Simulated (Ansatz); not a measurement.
Se: one input, then a changed one

The cell was built from the hcp type and relaxed in the same program; it needn't be a known or the stable phase. The listed cell was then made from it by scaling, straining or moving an atom.

First run: DFT, PBE, all-electron LAPW, scalar-relativistic (Ansatz 0.2.0).

Command: `ansatz run input.yaml --threads 1 --pin off --max-ram 2048MiB --backend cpu --events-out ev --progress --plain --runs-dir out` The run took 58 s on 1 thread of Intel(R) Xeon(R) Platinum 8259CL CPU @ 2.50GHz (Skylake/Cascade Lake) (shared host).

```yaml
crystal:
  lattice:
    - [3.7202718101, 0.0, 0.0]
    - [-1.860135905, 3.2218498965, 0.0]
    - [0.0, 0.0, 3.8505633181]
  atoms:
    - { symbol: Se, position: [0.3333333333, 0.6666666667, 0.25] }
    - { symbol: Se, position: [0.6666666667, 0.3333333333, 0.75] }
kpoints:
  mp_grid: { grid: [19, 19, 10] }
scf:
  occupations: { method: fermi_dirac, width: 0.03 }
hamiltonian:
  xc: pbe
  pseudopotentials: { kind: all_electron, lapw: { basis_error: 0.0005 } }
output:
  forces: true
  stress: true
  eigenvalues: true
```

Result: converged; pressure -1.83 GPa; no gap on the k mesh; 7 SCF iterations.

The input is then changed:

```diff
@@ -12,5 +12,5 @@
   occupations: { method: fermi_dirac, width: 0.03 }
 hamiltonian:
-  xc: pbe
+  xc: rpbe
   pseudopotentials: { kind: all_electron, lapw: { basis_error: 0.0005 } }
 output:
```

(1) What does the second run give?

## Answers

(1) It converged; pressure -0.07 GPa; no gap on the k mesh; 6 SCF iterations.
